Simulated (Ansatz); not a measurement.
# Eu: the cost of one run

Method: DFT PBE, with the methods named in each step, in Ansatz 0.2.0.

### 1 The structure to begin with

The structure is cubic, space group Fm-3m (No. 225). The conventional cell has a = 5.579 Å, b = 5.579 Å, c = 5.579 Å, α = 90.00°, β = 90.00°, γ = 90.00°. Eu (site symmetry m-3m) has 12 Eu at 3.94 Å as nearest neighbours.

Coordinates:

```
Eu
1.0
     0.00000    2.78930    2.78930
     2.78930    0.00000    2.78930
     2.78930    2.78930    0.00000
Eu
1
Direct
  0.00000 0.00000 0.00000
```

### 2 Free moments, LAPW

input.yaml

```yaml
crystal:
  lattice:
    - [0.0, 2.7893026914, 2.7893026914]
    - [2.7893026914, 0.0, 2.7893026914]
    - [2.7893026914, 2.7893026914, 0.0]
  atoms:
    - { symbol: Eu, position: [0.0, 0.0, 0.0], spin: 7.0 }
magnetization:
  spin_polarized: true
kpoints:
  mp_grid: { grid: [9, 9, 9] }
scf:
  occupations: { method: fermi_dirac, width: 0.08 }
hamiltonian:
  xc: pbe
  pseudopotentials: { kind: all_electron, lapw: { basis_error: 0.0005 } }
output:
  forces: true
  stress: true
  eigenvalues: false
  populations: true
```

Command:

```
$ ansatz run input.yaml --threads 1 --pin off --max-ram 3072MiB --backend cpu --events-out ev --progress --plain --runs-dir out
```

What time and memory should one allow on 1 thread of AMD EPYC 7B13 (Zen 3), shared host?

About 13 s, with a peak of 0.4 GiB.
